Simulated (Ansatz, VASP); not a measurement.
## One calculation of InP, two programs

```
In P
1.0
     0.00000    2.95379    2.95379
     2.90032    0.00000    2.95379
     2.90032    2.95379    0.00000
In P
1 1
Cartesian
  0.0000 0.0000 0.0000
  1.4502 1.4769 1.4769
```

Change from the starting cell: uniaxial_x strain -1.8%.

Alike in both runs: task single point; functional PBE; k mesh 8 × 8 × 8; occupations fermi-dirac, width 0.02 eV; no spin polarisation.

|  | VASP | Ansatz |
| --- | --- | --- |
| version | VASP 6.6.1 | Ansatz 0.2.0 |
| potentials or method | VASP PAW PBE potentials, release 64 (In_d, P) | plane waves, PAW |
| plane-wave cutoff (eV) | 520 | 420 |
| valence electrons in the cell | 18 | 18 |

|  | VASP | Ansatz | Ansatz less VASP |
| --- | --- | --- | --- |
| pressure (GPa) | 2.9 | 2.9 | +0.05 |
| largest component of the traceless stress (GPa) | 0.47 | 0.47 | 0.000 |
